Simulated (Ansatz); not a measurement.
Hf in Ansatz: the effect of functional

The system is Hf.

```
CELL_PARAMETERS angstrom
0.00000 2.24921 2.24921
2.24921 0.00000 2.24921
2.24921 2.24921 0.00000
ATOMIC_POSITIONS crystal
Hf 0.00000 0.00000 0.00000
```

This isn't the form of Hf at room conditions, which is hcp.

The cell isn't the ideal one: volume scaled by 1.04.

Alike in all runs:

```yaml
Program: Ansatz 0.2.0
Task: single point
Potentials_or_basis: Ansatz PAW
k_mesh: 10 × 10 × 10
Occupations: fermi-dirac, width 0.05 eV
Spin: no spin polarisation
```

```tsv
functional	cutoff	pressure (GPa)
LDA	420 eV (not typed: the program's choice for these potentials)	-9.3
PBEsol	420 eV (not typed: the program's choice for these potentials)	-5.5
r2SCAN	500 eV (not typed: the program's choice for these potentials)	?
```

**Question.** What does the run with functional r2SCAN give?

**Answer.** Pressure -1.4 GPa.

Caveats: the PAW data sets come from PBE, with cores solved anew for the run's functional, which leaves a small shift of forces and pressure.
